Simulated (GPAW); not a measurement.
**SrO: changing the functional**

```xyz
2
Lattice="0.0000 2.5663 2.5663 2.5663 0.0000 2.5663 2.5663 2.5663 0.0000" Properties=species:S:1:pos:R:3 pbc="T T T"
Sr    2.5663    2.5663    2.5663
O     0.0000    0.0000    0.0000
```

Kept alike: task band structure; k mesh 9 × 9 × 9; occupations fermi-dirac, width 0.05 eV; no spin polarisation. Program: GPAW, potentials by row: PAW data sets generated for this functional (BLYP, PBEsol); the program's PAW data sets (release 1.2.1) made for this functional (LDA, RPBE, revPBE); GPAW PAW data sets (gpaw-data 1.2.1) (PBE, r2SCAN), cutoff 800 eV. The mesh is that of the run's cell of 2 atoms. No spin-orbit coupling.

| functional | band gap (eV) | pressure (GPa) |
| --- | --- | --- |
| BLYP | 3.492 | 6.66 |
| LDA | 3.201 | -3.24 |
| PBE | 3.360 | 3.83 |
| PBEsol | 3.248 | 0.02 |
| RPBE | 3.480 | 6.90 |
| r2SCAN | 3.833 | 2.12 |
| revPBE | 3.450 | 6.09 |

Pressure is positive in compression; the values hold the error of the finite cutoff, so their zero can differ a little from the energy's minimum. Gaps are the smaller of the mesh's and the band path's.

The band gap runs from 3.201 (LDA) to 3.833 eV (r2SCAN). From PBE: BLYP +0.132; LDA -0.159; PBEsol -0.112; RPBE +0.120; r2SCAN +0.473; revPBE +0.090. The pressure runs from -3.24 (LDA) to 6.90 GPa (RPBE). From PBE: BLYP +2.83; LDA -7.07; PBEsol -3.81; RPBE +3.07; r2SCAN -1.71; revPBE +2.26. A positive pressure means that the functional's own cell is larger than the one given, a negative one that it is smaller.

All seven functionals give SrO a sizeable gap, as expected for an ionic oxide with filled O 2p valence states and mainly Sr-derived conduction states. Even the largest value, 3.833 eV with r2SCAN, lies well below the measured gap, the familiar shortfall of semilocal band gaps, which lack all or most of the derivative discontinuity.

The pressures follow the usual order of binding: LDA overbinds and would contract the cell, while RPBE, BLYP and revPBE, whose exchange favours inhomogeneous densities more strongly, would expand it most. The near-zero PBEsol pressure shows that the cell is close to that functional's own equilibrium, not that PBEsol is the most accurate for the gap.

Gap and pressure rise together from LDA through PBEsol, PBE and revPBE to RPBE, but BLYP slightly breaks the order and r2SCAN clearly does, so a density functional's preferred volume is no reliable guide to its gap. Since the cell is common to all rows, the spread in gaps is a direct electronic effect; relaxing each cell could alter it.
